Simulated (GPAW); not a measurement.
Here is a GPAW 26.7.0 calculation.

Contents of run.py:

```python
import numpy as np
from ase.dft.bandgap import bandgap
from ase.io import read, write
from ase.units import GPa
from gpaw import GPAW, PW, setup_paths
from gpaw.spinorbit import soc_eigenstates

setup_paths.insert(0, '.')

atoms = read('ZnSe.cif')

calc = GPAW(mode=PW(600),
            xc='PBEsol',
            kpts={'size': (7, 7, 7), 'gamma': True},
            occupations={'name': 'fermi-dirac', 'width': 0.05},
            nbands=18,
            convergence={'density': 1e-05, 'energy': 1e-05},
            maxiter=150,
            txt='gpaw.txt')
atoms.calc = calc
energy = atoms.get_potential_energy()
forces = atoms.get_forces()
stress = atoms.get_stress()
calc.write('gs.gpw')
write('result.traj', atoms)
print(f'Energy: {energy:.6f} eV')
print('Forces (eV/A):')
print(forces.round(4))
print('Stress (GPa):', (stress / GPa).round(3))
print('Fermi level:', round(calc.get_fermi_level(), 4), 'eV')
print(f'Gap: {bandgap(calc)[0]:.4f} eV, direct: {bandgap(calc, direct=True)[0]:.4f} eV')

path = atoms.cell.bandpath('GXWKGLUWLK,UX', npoints=60, eps=1e-4)
bs_calc = calc.fixed_density(kpts=path, symmetry='off', nbands=29,
                             convergence={'bands': 'CBM+6.0', 'eigenstates': 1e-6}, txt='bands.txt')
bs = bs_calc.band_structure()
bs.write('bs.json')
print(f'Gap on the path: {bandgap(bs_calc)[0]:.4f} eV')

soc = soc_eigenstates(bs_calc, theta=90, phi=0)
np.savetxt('soc_bands.dat', soc.eigenvalues(), fmt='%.4f')
mesh = soc_eigenstates('gs.gpw', theta=90, phi=0)
np.savetxt('soc_mesh.dat', mesh.eigenvalues(), fmt='%.4f')
print('Fermi level with spin-orbit coupling:', round(mesh.fermi_level, 4), 'eV')
```

The input ZnSe.cif:

```cif
data_ZnSe
_cell_length_a 4.00759839
_cell_length_b 4.00759839
_cell_length_c 4.00759839
_cell_angle_alpha 60.00000000
_cell_angle_beta 60.00000000
_cell_angle_gamma 60.00000000
_space_group_name_H-M_alt 'P1'
_space_group_name_Hall 'P 1'
_space_group_IT_number 1
loop_
_space_group_symop_operation_xyz
'x,y,z'
loop_
_atom_site_label
_atom_site_type_symbol
_atom_site_symmetry_multiplicity
_atom_site_Wyckoff_symbol
_atom_site_fract_x
_atom_site_fract_y
_atom_site_fract_z
_atom_site_occupancy
Se1 Se 1 a 0.7500000000 0.7500000000 0.7500000000 1
Zn1 Zn 1 a 0.0000000000 0.0000000000 0.0000000000 1
```

Potentials or basis: PAW data sets generated in the run's folder for this functional, pw.

Run with:

```console
$ gpaw-setup -f PBEsol Se Zn
$ OMP_NUM_THREADS=1 python run.py
```

Task: Predict the band gap on the k mesh.

Result: 1.04 eV, direct.

Task: Predict the pressure.

Result: -1.1 GPa.

Levels at the corners of the path, in eV from the valence-band top:
| point | band 16 | band 17 | band 18 | band 19 | band 20 | band 21 |
| --- | --- | --- | --- | --- | --- | --- |
| Γ | 0.00 | 0.00 | 0.00 | 1.04 | 1.04 | 5.51 |
| X | -2.43 | -2.25 | -2.25 | 2.71 | 2.71 | 3.25 |
| W | -2.86 | -2.82 | -2.80 | 5.16 | 5.23 | 5.37 |
| K | -3.21 | -1.94 | -1.94 | 3.34 | 3.34 | 5.33 |
| Γ | 0.00 | 0.00 | 0.00 | 1.04 | 1.04 | 5.51 |
| L | -1.13 | -0.89 | -0.89 | 2.32 | 2.32 | 6.15 |
| U | -3.21 | -1.94 | -1.94 | 3.34 | 3.34 | 5.33 |
| W | -2.86 | -2.82 | -2.80 | 5.16 | 5.23 | 5.37 |
| L | -1.13 | -0.89 | -0.89 | 2.32 | 2.32 | 6.15 |
| K | -3.21 | -1.94 | -1.94 | 3.34 | 3.34 | 5.33 |
| U | -3.21 | -1.94 | -1.94 | 3.34 | 3.34 | 5.33 |
| X | -2.43 | -2.25 | -2.25 | 2.71 | 2.71 | 3.25 |

Caveat: spin-orbit coupling was added after a scalar SCF, so levels and gaps hold it while energy, forces, pressure and moments don't; this program's spin-orbit splittings come out too wide for heavy elements.

**Measured values to compare with.**

“Alloy Disordering Effects on the Thermal Conductivity and Energy Gap Temperature Dependence of Cd1−xZnxSe Ternary Crystals Grown by the Bridgman Method”, 2023, pmc:10253836 reports, for a bulk crystal of ZnSe at 300 K: band gap 2.695 ± 0.003 eV (an exciton energy, a little under the gap).

A measured gap of ZnSe is 2.695 eV (an exciton energy, a little under the gap; 300 K; “Alloy Disordering Effects on the Thermal Conductivity and Energy Gap Temperature Dependence of Cd1−xZnxSe Ternary Crystals Grown by the Bridgman Method”, 2023, pmc:10253836); the calculated 1.04 eV misses it by -1.65 eV. So large a miss can be the level of theory's own, or it may mean another phase, state or a wrong row. The value is that of PBEsol, without temperature or zero-point motion. Semilocal functionals fall short of measured gaps as a rule.
